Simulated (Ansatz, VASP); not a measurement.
# One calculation of WSe2 (nc), two programs

```xyz
6
Lattice="3.2795 0.0000 0.0000 -1.6397 2.8401 0.0000 0.0000 0.0000 12.7809" Properties=species:S:1:pos:R:3 pbc="T T T"
W     0.0000    1.8934    3.1952
W     1.6397    0.9467    9.5856
Se    0.0000    1.8934    7.9009
Se    1.6397    0.9467    1.5104
Se    0.0000    1.8934   11.2704
Se    1.6397    0.9467    4.8800
```

Alike in both runs: functional PBE; dispersion D3(BJ); k mesh 9 × 9 × 2; occupations gaussian, width 0.02 eV; no spin polarisation.

Ansatz relaxed the structure, and its values are those at the end. VASP's run is a single point on that final structure, the one shown.

```csv
,VASP,Ansatz
version,VASP 6.6.1,Ansatz 0.2.0
potentials or method,"VASP PAW PBE potentials, release 64 (W_sv, Se)","scalar-relativistic, plane waves, norm-conserving pseudopotentials"
plane-wave cutoff (eV),520,1170
valence electrons in the cell,52,92
```

|  | VASP | Ansatz | Ansatz less VASP |
| --- | --- | --- | --- |
| gap on the k mesh at the Fermi level (eV) | 0.99 | 0.99 | -0.003 |
| least direct gap on the mesh (eV) | 1.56 | 1.56 | +0.001 |
| pressure (GPa) | 0.3 | 0.0 | -0.26 |
| rms of the force components (eV/Å) | 0.017 | 0.000 | -0.0166 |

The two sets of potentials don't hold the same shells in valence.

Caveats: spin-orbit coupling is left out, which moves the levels of the heavy elements; an odd mesh through Γ misses points on the zone boundary, where band edges often lie.
